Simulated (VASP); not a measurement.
# TiS2 (P-3m1) in VASP: relaxation of cell and atoms with PBE+D3(BJ)

Aim: the relaxation of cell and atoms of TiS2 with PBE+D3(BJ).

All numbers are computed with VASP 6.6.1; they aren't measurements. Logs are shortened: lines on timing, memory, paths and dates and some standing lists are left out, and cuts for length are marked.

## 1. Starting point

It takes space group P-3m1 (No. 164, trigonal). The conventional cell has a = 3.412 Å, b = 3.412 Å, c = 5.695 Å, α = 90.00°, β = 90.00°, γ = 120.00°. Ti (site symmetry -3m) is surrounded by 6 S at 2.43 Å. S (site symmetry 3m) is surrounded by 3 Ti at 2.43 Å.

## 2. Relaxation of cell and atoms, PBE+D3(BJ)

Contents of INCAR:

```
PREC = Accurate
ENCUT = 600
EDIFF = 1E-7
ISMEAR = 0
SIGMA = 0.1
LREAL = F
LASPH = T
NELM = 80
ALGO = Fast
ISIF = 3
LWAVE = F
LCHARG = F
GGA = PE
IVDW = 12
IBRION = 2
NSW = 80
EDIFFG = -0.004
```

Contents of KPOINTS:

```
Automatic mesh
0
Gamma
  15 15 8
```

Contents of POSCAR:

```
TiS2
1.0
    3.4120000000      0.0000000000      0.0000000000
   -1.7060000000      2.9548786800      0.0000000000
    0.0000000000      0.0000000000      5.6950000000
Ti S
1 2
Direct
    0.0000000000      0.0000000000      0.0000000000
    0.3333333300      0.6666666700      0.2500000000
    0.6666666700      0.3333333300      0.7500000000
```

Potentials or basis: VASP PAW PBE potentials, release 64 (Ti_sv, S).

On the command line:

```console
$ cat potpaw_PBE.64/Ti_sv/POTCAR potpaw_PBE.64/S/POTCAR > POTCAR
$ mpirun -np 1 vasp_std > vasp.out
```

OUTCAR:

```text
PREC = Accurate
   ENCUT = 600
   EDIFF = 1E-7
   ISMEAR = 0
   LREAL = F
   LASPH = T
   NELM = 80
   ISIF = 3
   GGA = PE
   IVDW = 12
   IBRION = 2
   NSW = 80
   EDIFFG = -0.004
 IVDW          = 12

 ion  position               nearest neighbor table
   1  0.000  0.000  0.000-   2 2.43   3 2.43   3 2.43   2 2.43   3 2.43   2 2.43
   2  0.333  0.667  0.250-   1 2.43   1 2.43   1 2.43
   3  0.667  0.333  0.750-   1 2.43   1 2.43   1 2.43

  LATTYP: Found a hexagonal cell.
 ALAT       =     3.4120000000
 C/A-ratio  =     1.6691090270

  Lattice vectors:

 A1 = (   3.4120000000,   0.0000000000,   0.0000000000)
 A2 = (  -1.7060000000,   2.9548786800,   0.0000000000)
 A3 = (   0.0000000000,   0.0000000000,   5.6950000000)

Analysis of symmetry for initial positions (statically):
=====================================================================
 Subroutine PRICEL returns:
 Original cell was already a primitive cell.

 Routine SETGRP: Setting up the symmetry group for a
 hexagonal supercell.

 Subroutine GETGRP returns: Found 12 space group operations
 (whereof 12 operations were pure point group operations)
 out of a pool of 24 trial point group operations.

The static configuration has the point symmetry D_3d.

Analysis of symmetry for dynamics (positions and initial velocities):
=====================================================================
 Subroutine PRICEL returns:
 Original cell was already a primitive cell.

 Routine SETGRP: Setting up the symmetry group for a
 hexagonal supercell.

 Subroutine GETGRP returns: Found 12 space group operations
 (whereof 12 operations were pure point group operations)
 out of a pool of 24 trial point group operations.

The dynamic configuration has the point symmetry D_3d.

 Subroutine INISYM returns: Found 12 space group operations
 (whereof 12 operations are pure point group operations),
 and found     1 'primitive' translations

----------------------------------------------------------------------------------------

                                     Primitive cell

  volume of cell :      57.4173

  direct lattice vectors                    reciprocal lattice vectors
     3.412000000  0.000000000  0.000000000     0.293083236  0.169211685  0.000000000
    -1.706000000  2.954878680  0.000000000     0.000000000  0.338423370  0.000000000
     0.000000000  0.000000000  5.695000000     0.000000000  0.000000000  0.175592625

  length of vectors
     3.412000000  3.412000002  5.695000000     0.338423370  0.338423370  0.175592625

[... 83 lines left out ...]
   LREAL  =      F    real-space projection
   EDIFFG = -.4E-02   stopping-criterion for IOM
   NSW    =     80    number of steps for IOM
   IBRION =      2    ionic relax: 0-MD 1-quasi-New 2-CG
   NFREE  =      1    steps in history (QN), initial steepest desc. (CG)
   ISIF   =      3    stress and relaxation
   ISYM   =      2    0-nonsym 1-usesym 2-fastsym
   POTIM  = 0.5000    time-step for ionic-motion
   TEBEG  =    0.0;   TEEND  =   0.0 temperature during run
   PSTRESS=    0.0 pullay stress
   NELECT =      24.0000    total number of electrons
   NUPDOWN=      -1.0000    fix difference up-down
   EMIN   =  10.00;   EMAX   =-10.00  energy-range for DOS
   EFERMI =   0.00;   METHOD = LEGACY
   ISMEAR =     0;   SIGMA  =   0.10  broadening in eV -4-tet -1-fermi 0-gaus
   EFERMI_NEDOS =   21; number of points for ismear=-14 and -15
   IALGO  =     68    algorithm
   IMIX   =      4    mixing-type and parameters
     AMIX     =   0.40;   BMIX     =  1.00
     AMIX_MAG =   1.60;   BMIX_MAG =  1.00
  volume/ion in A,a.u.               =      19.14       129.16
  Fermi-wavevector in a.u.,A,eV,Ry     =   1.224046  2.313112 20.385458  1.498289
  Thomas-Fermi vector in A             =   2.359135
   LORBIT       =      0    0 simple, 1 ext, 2 COOP (PROOUT), +10 PAW based schemes
   GGA     = PE    functional components
   LHFCALC =     F    Hartree Fock is set to
   AEXX    =    0.0000 exact exchange contribution
   IVDW    =    12    specifies the selected vdW correction
   LEPSILON=     F    determine dielectric tensor
   LRPA    =     F    only Hartree local field effects (RPA)
 conjugate gradient relaxation of ions
 non-spin polarized calculation
 RMM-DIIS sequential band-by-band and
 Gauss-broadening in eV      SIGMA  =   0.10
  energy-cutoff  :      600.00
  volume of cell :       57.42
 maximum number of plane-waves:      1943
   NGX = 13   NGY = 13   NGZ = 23

--------------------------------------- Ionic step        1  -------------------------------------------

 number of electron      23.9999999 magnetization

 Free energy of the ion-electron system (eV)
  ---------------------------------------------------
  ext. energy  EPLUGINS =         0.00000000
  ---------------------------------------------------
  free energy    TOTEN  =       -19.93007739 eV

  energy without entropy =      -19.92827925  energy(sigma->0) =      -19.92917832

------------------------ aborting loop because EDIFF is reached ----------------------------------------

 Edisp (eV)   -1.15187

 E8    (eV) :    -0.4668
[... 108 lines left out ...]
  FREE ENERGIE OF THE ION-ELECTRON SYSTEM (eV)
  ---------------------------------------------------
  free  energy   TOTEN  =       -21.0971887193 eV

  energy  without entropy=      -21.0952657299  energy(sigma->0) =      -21.09622722

[... ionic steps 4 to 12 ...]

--------------------------------------- Ionic step       13  -------------------------------------------

 number of electron      24.0000000 magnetization

------------------------ aborting loop because EDIFF is reached ----------------------------------------
[... 77 lines left out ...]
--------------------------------------- Ionic step       15  -------------------------------------------

 number of electron      24.0000000 magnetization

 Free energy of the ion-electron system (eV)
  ---------------------------------------------------
  ext. energy  EPLUGINS =         0.00000000
  ---------------------------------------------------
  free energy    TOTEN  =       -19.87767615 eV

  energy without entropy =      -19.87558479  energy(sigma->0) =      -19.87663047

 E-fermi :   6.1437     XC(G=0): -10.4402

 val. band max:        6.1255003114   @ k =   0.1333  -0.0000   0.0000
 cond. band min:       6.1701452535   @ k =   0.4667   0.0000   0.3750
 fundamental gap:      0.0446449421
 Fermi energy:         6.1436612133

 k-point     1 :       0.0000    0.0000    0.0000
  band No.  band energies     occupation
      1     -51.3945      2.00000
      2     -27.6297      2.00000
      3     -27.5785      2.00000
      4     -27.5785      2.00000
      5      -7.8781      2.00000
      6      -5.9749      2.00000
[... 433 lines left out ...]
      3     -27.6463      2.00000
      4     -27.5964      2.00000
      5      -5.8842      2.00000
      6      -5.8450      2.00000
[... 8 lines left out ...]
     15       8.1259      0.00000
     16       9.2968      0.00000

 [... further k-points ...]

------------------------ aborting loop because EDIFF is reached ----------------------------------------

 Edisp (eV)   -1.23007

 E8    (eV) :    -0.4987
[... 26 lines left out ...]
  FREE ENERGIE OF THE ION-ELECTRON SYSTEM (eV)
  ---------------------------------------------------
  free  energy   TOTEN  =       -21.1077503834 eV

  energy  without entropy=      -21.1056590286  energy(sigma->0) =      -21.10670471

 reached required accuracy - stopping structural energy minimisation
```

CONTCAR:

```text
TiS2
   1.00000000000000
     3.3586871676517203   -0.0000000000000000   -0.0000000000000000
    -1.6793435838258601    2.9087084127310114   -0.0000000000000000
     0.0000000000000000    0.0000000000000000    5.5234678233795380
  Ti              S
     1     2
Direct
     0.0000000000000000    0.0000000000000000    0.0000000000000000
     0.3333333300000021    0.6666666699999979    0.2586692693774025
     0.6666666699999979    0.3333333300000021    0.7413307306225977

  0.00000000E+00  0.00000000E+00  0.00000000E+00
  0.00000000E+00  0.00000000E+00  0.00000000E+00
  0.00000000E+00  0.00000000E+00  0.00000000E+00
```

It took 41 min on 1 thread of Intel Xeon Platinum 8488C (Sapphire Rapids), shared host; peak memory 0.39 GiB.

What came out:

```yaml
Free_energy: -21.1078 eV
Relaxed_volume: 17.99 Å³/atom
Relaxed_cell: a = 3.359 Å, b = 3.359 Å, c = 5.523 Å, α = 90.00°, β = 90.00°, γ = 120.00°
Space_group_after_relaxing_to_0.05_Å: P-3m1 (No. 164)
Energy_gained_by_relaxing: 8.6 meV/atom
Ionic_steps: 15
Pressure_after_relaxing: 0.0 GPa
Band_gap_on_the_k_mesh: none (metal or under the smearing width)
Dispersion_energy_per_atom: -0.410 eV
```

Forces on the atoms (eV/Å):
```
Ti   0.000  0.000  0.000
S    0.000  0.000  0.003
S    0.000  0.000 -0.003
```

Step by step:
```
step  energy change (eV)  largest force (eV/Å)  pressure (GPa)  volume (Å³)
   1              0.0000                0.1255           -2.93        57.42
   2             -0.0033                0.5269            2.63        54.56
   3             -0.0152                0.2105           -0.11        55.87
   4             -0.0188                0.1375           -0.16        55.56
   5             -0.0204                0.0303           -0.11        55.11
   6             -0.0205                0.0427           -0.10        55.17
   7             -0.0221                0.0386           -0.08        54.94
   8             -0.0253                0.0244            0.00        54.27
   9             -0.0212                0.0217            0.51        52.91
  10             -0.0257                0.0252            0.19        53.95
  11             -0.0257                0.0240            0.18        53.91
  12             -0.0251                0.0835           -0.59        54.18
  13             -0.0258                0.0002           -0.06        53.97
  14             -0.0258                0.0047            0.03        53.96
  15             -0.0258                0.0025            0.03        53.96
```

Final structure:
```
Ti S
1.0
     3.35869    0.00000    0.00000
    -1.67934    2.90871    0.00000
     0.00000    0.00000    5.52347
Ti S
1 2
Cartesian
  0.0000 0.0000 0.0000
  0.0000 1.9391 1.4288
  1.6793 0.9696 4.0947
```

Levels at points of the mesh, in eV from the Fermi level:
| k point | band 9 | band 10 | band 11 | band 12 | band 13 | band 14 | band 15 | band 16 |
| --- | --- | --- | --- | --- | --- | --- | --- | --- |
| (0.00, 0.00, 0.00) | -2.77 | 0.17 | 0.18 | 0.18 | 0.55 | 0.55 | 0.88 | 3.48 |
| (0.00, 0.00, 0.50) | -2.70 | -2.70 | -0.08 | -0.08 | 0.53 | 0.53 | 1.60 | 3.91 |

Caveat: pairwise dispersion overbinds metals, which lowers pressure and volume.
